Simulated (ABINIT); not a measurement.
# AlN (P6_3mc): G0W0 with ABINIT, start to end, part 3 of 3

How does a plane-wave GW calculation on AlN (P6_3mc) run from the first input to the gap?

ABINIT 10.8.3; PBE and many-body steps on it, plane waves. Known limits of the many-body steps: not at the basis limit.

So far. Step 4 (Empty states on the mesh, 6×6×4 mesh, 217 bands): On this mesh the gap is 4.220 eV. Step 5 (Screening, 6×6×4 mesh, 209 bands, screening to 277.6 eV): Local fields lower ε∞ by 9 %.

The database entry behind the starting cell differs from later determinations by our own check (inner coordinate u about 0.002 short), so it need not match the best structure at ambient conditions.

## (6) Self-energy, 6×6×4 mesh, 209 bands, screening to 277.6 eV

The self-energy is evaluated for the states that the input lists, and the levels follow from it, in one-shot runs by the linearised quasiparticle equation.

This step: G0W0 on PBE, plane waves, norm-conserving pseudopotentials.

run.abi reads:

```
acell 3*1.0 Angstrom
rprim 
  3.113000000011 -0.000000000003 0.000000000000
  -1.556500000003 2.695937081992 0.000000000000
  0.000000000000 0.000000000000 4.981000000000
ntypat 2
znucl 13 7
natom 4
typat 1 1 2 2
xred 
  0.333333333333 0.666666666667 0.000000000000
  0.666666666667 0.333333333333 0.500000000000
  0.333333333333 0.666666666667 0.380000000000
  0.666666666667 0.333333333333 0.880000000000
pp_dirpath "pseudos"
pseudos "Al.upf, N.upf"
ecut 36
ngkpt 6 6 4
nshiftk 1
shiftk 0 0 0
kptopt 1
chksymbreak 0
istwfk *1
occopt 1
irdwfk 1
optdriver 4
nband 209
gwcalctyp 0
ecutsigx 36
symsigma 1
nkptgw 4
kptgw 
  0.0000000000 0.0000000000 0.0000000000
  0.5000000000 0.0000000000 0.0000000000
  0.0000000000 0.0000000000 0.5000000000
  0.5000000000 0.0000000000 0.5000000000
bdgw 
  6 10
  7 10
  5 10
  7 10
ecuteps 10.2
irdscr 1
ppmodel 1
indata_prefix "in"
outdata_prefix "out"
tmpdata_prefix "tmp"
```

Command:

```console
$ OMP_NUM_THREADS=1 mpirun -n 8 abinit run.abi > log
```

Numbers of over 12 decimals in the logs are rounded to 6 here.

The log of the run:

```text
.Version 10.8.3 of ABINIT. v10.8.2 released Aug 2026.

 Symmetries : space group P6_3 m c (#186); Bravais hP (primitive hexag.)
[... echo of the input left out ...]
== DATASET  1 ==================================================================
-   mpi_nproc: 8, omp_nthreads: 1 (-1 if OMP is not activated)

--- !DatasetInfo
iteration_state: {dtset: 1, }
dimensions: {natom: 4, nkpt: 21, mband: 209, nsppol: 1, nspinor: 1, nspden: 1, mpw: 2934, }
cutoff_energies: {ecut:  36.0, pawecutdg:  -1.0, }
electrons: {nelect:   1.60000000E+01, charge:   0.00000000E+00, occopt:   1.00000000E+00, tsmear:   1.00000000E-02, }

 SIGMA: Calculation of the GW corrections

 Based on a program developped by R.W. Godby, V. Olevano, G. Onida, and L. Reining.
 Incorporated in ABINIT by V. Olevano, G.-M. Rignanese, and M. Torrent.
.Using double precision arithmetic ; gwpc =  8

[... cell and pseudopotentials left out ...]
--------------------------------------------------------------------------------

 ==== K-mesh for the wavefunctions ====
 Number of points in the irreducible wedge :    21
[... list of points left out ...]
 Together with 12 symmetry operations and time-reversal symmetry
 yields   144 points in the full Brillouin Zone.

 ==== Q-mesh for screening function ====
 Number of points in the irreducible wedge :    21
[... list of points left out ...]
 Together with 12 symmetry operations and time-reversal symmetry
 yields   144 points in the full Brillouin Zone.

 vcoul_init : cutoff-mode = AUXILIARY_FUNCTION
 q-points for optical limit:   1
     1)      0.000010    0.000020    0.000030
 setmesh: FFT mesh size selected  =    27x   27x   54
          total number of points  =        39366

 Number of electrons calculated from density =   16.0000; Expected =   16.0000
 average of density, n =  0.056718
 r_s =    1.6146
 omega_plasma =   22.9728 [eV]

 === KS Band Gaps ===
  >>>> For spin  1
   Minimum direct gap =   4.2205 [eV], located at k-point      :   0.0000  0.0000  0.0000
   Fundamental gap    =   4.2205 [eV], Top of valence bands at :   0.0000  0.0000  0.0000
                                       Bottom of conduction at :   0.0000  0.0000  0.0000
 SIGMA fundamental parameters:
 PLASMON POLE MODEL  1
 number of plane-waves for SigmaX                 2863
 number of plane-waves for SigmaC and W            439
 number of plane-waves for wavefunctions          2863
 number of bands                                   209
 number of independent spin polarizations            1
 number of spinorial components                      1
 number of k-points in IBZ                          21
 number of q-points in IBZ                          21
 number of symmetry operations                      12
 number of k-points in BZ                          144
 number of q-points in BZ                          144
 number of frequencies for dSigma/dE                 9
 frequency step for dSigma/dE [eV]                0.25
 number of omega for Sigma on real axis              0
 max omega for Sigma on real axis  [eV]           0.00
 zcut for avoiding poles [eV]                     0.10

 EPSILON^-1 parameters (SCR file):
 dimension of the eps^-1 matrix on file            439
 dimension of the eps^-1 matrix used               439
 number of plane-waves for wavefunctions          2863
 number of bands                                   209
 number of q-points in IBZ                          21
 number of frequencies                               2
 number of real frequencies                          1
 number of imag frequencies                          1

 matrix elements of self-energy operator (all in [eV])

 Perturbative Calculation

--- !SelfEnergy_ee
iteration_state: {dtset: 1, }
kpoint     : [   0.000,    0.000,    0.000, ]
spin       : 1
KS_gap     :    4.220
QP_gap     :    5.624
Delta_QP_KS:    1.403
data: !SigmaeeData |
     Band     E0 <VxcDFT>   SigX SigC(E0)      Z dSigC/dE  Sig(E)    E-E0       E
        6   5.135 -16.968 -20.992   2.904   0.786  -0.272 -17.849  -0.881   4.254
        7   5.135 -16.968 -20.992   2.904   0.786  -0.272 -17.849  -0.881   4.254
        8   5.314 -17.078 -21.024   2.860   0.786  -0.272 -17.931  -0.853   4.461
        9   9.535 -12.527  -8.048  -3.806   0.817  -0.225 -11.977   0.550  10.084
       10  11.990 -10.836  -5.799  -4.310   0.826  -0.210 -10.236   0.600  12.591

--- !SelfEnergy_ee
iteration_state: {dtset: 1, }
kpoint     : [   0.500,    0.000,    0.000, ]
spin       : 1
KS_gap     :    6.484
QP_gap     :    8.047
Delta_QP_KS:    1.563
data: !SigmaeeData |
     Band     E0 <VxcDFT>   SigX SigC(E0)      Z dSigC/dE  Sig(E)    E-E0       E
        7   3.548 -14.921 -19.319   2.975   0.787  -0.271 -16.042  -1.120   2.428
        8   4.656 -16.590 -20.840   3.009   0.785  -0.274 -17.563  -0.973   3.683
        9  11.140 -10.682  -5.950  -4.017   0.825  -0.212 -10.092   0.590  11.730
       10  11.158  -9.571  -4.835  -4.136   0.834  -0.199  -9.070   0.500  11.659

--- !SelfEnergy_ee
iteration_state: {dtset: 1, }
kpoint     : [   0.000,    0.000,    0.500, ]
spin       : 1
KS_gap     :    6.981
QP_gap     :    8.651
Delta_QP_KS:    1.670
data: !SigmaeeData |
     Band     E0 <VxcDFT>   SigX SigC(E0)      Z dSigC/dE  Sig(E)    E-E0       E
        5   4.800 -16.707 -20.895   2.987   0.785  -0.274 -17.650  -0.943   3.856
[...]
10  11.781 -12.809  -7.707  -4.206   0.811  -0.233 -12.082   0.727  12.508

--- !SelfEnergy_ee
iteration_state: {dtset: 1, }
kpoint     : [   0.500,    0.000,    0.500, ]
spin       : 1
KS_gap     :    6.686
QP_gap     :    8.245
Delta_QP_KS:    1.559
data: !SigmaeeData |
     Band     E0 <VxcDFT>   SigX SigC(E0)      Z dSigC/dE  Sig(E)    E-E0       E
        7   3.965 -15.852 -20.275   3.064   0.784  -0.275 -16.918  -1.066   2.898
        8   3.965 -15.852 -20.275   3.064   0.784  -0.275 -16.918  -1.066   2.898
        9  10.650 -10.137  -5.517  -4.027   0.830  -0.205  -9.644   0.493  11.143
       10  10.650 -10.137  -5.517  -4.027   0.830  -0.205  -9.644   0.493  11.143

== END DATASET(S) ==============================================================
================================================================================

 -outvars: echo values of variables after computation  --------
           etotal      0.0000000000E+00
            nband         209
             nkpt          21
          spgroup         186
 [... the other variables as echoed above ...]

 Calculation completed.
```

The job ended after 4 min (8 MPI ranks of Arm Neoverse N1, shared host; peak memory 4.3 GiB; 32 min of CPU time).

This step gave:

```
G0W0 gap on the mesh                         : 5.623 eV
starting gap on the mesh                     : 4.220 eV
k of the valence top                         : 0, 0, 0
k of the conduction bottom                   : 0, 0, 0
Z at the valence top                         : 0.786
Z at the conduction bottom                   : 0.817
least direct G0W0 gap on the computed points : 5.623 eV
```

The gap on the mesh goes from 4.22 eV to 5.62 eV, a correction of +1.40 eV.

Limits: finite bands, cutoff and mesh. v1 is the top filled band, c1 the lowest empty one. Levels before and after the correction, in eV, zero at the valence-band top of each column:

```csv
,conduction bottom,valence top
Kohn-Sham,4.22,0.00
G0W0,5.62,0.00
```

```csv
,level,energy (eV)
Kohn-Sham,Γ v3-v2,-0.180
Kohn-Sham,Γ v1,0.000
Kohn-Sham,Γ c1,4.221
Kohn-Sham,Γ c2,6.676
G0W0,Γ v3-v2,-0.207
G0W0,Γ v1,0.000
G0W0,Γ c1,5.623
G0W0,Γ c2,8.130
```

## (7) Where the time went

Times are wall times on 8 MPI ranks of Arm Neoverse N1, shared host, good to a factor of about two.

```csv
step,time,share,memory (GiB)
ground state,8.1 s,1 %,0.53
bands along the symmetry lines,11 s,1 %,0.52
empty states on the mesh,92 s,11 %,4.1
screening,8.8 min,60 %,3
self-energy,4 min,27 %,4.3
```

## (8) Outcome

```json
{
 "PBE gap": "4.22 eV, direct",
 "G0W0 gap on the mesh": "5.62 eV",
 "GW settings": "6×6×4 mesh, 209 bands, screening to 277.6 eV, Godby-Needs plasmon pole",
 "known limits": "not at the basis limit"
}
```

In words: G0W0 moves the gap on the mesh from 4.22 eV to 5.62 eV (+1.40 eV), with Z of 0.79 and 0.82 at the edges. Local fields lower the RPA ε∞ on this mesh from 4.64 to 4.21. The dearest step here is «screening». Bands and cutoff are finite, so the gap is not at the basis limit. The miss can reach some tenths of an eV and take either sign; the mesh is an error of its own.

[Paths, hosts, dates, memory and timing lines, banners, echoed tables and standing remarks are left out of the program output.]

[Logs are printed without paths, hosts, clocks, repeated set-up lines and the standing remarks that a program may print on its own settings, such as how far it seeks lower states.]

[Runs of the session that timed out or met a known fault of the program may be left out.]

[Hosts, paths, dates, database ids (printed as entryN), source tags and the programs' standing remarks are cut or masked in the printed files.]

[G0W0 gaps are taken among the corrected bands and points alone; a level outside them can change the order at an edge.]

[Where Ansatz stands beside ABINIT at settings called matched, ABINIT's density can come from a denser mesh and the files from another edition; pairs whose starting gaps differed by over 0.03 eV were left out, so agreement reads better than it is.]
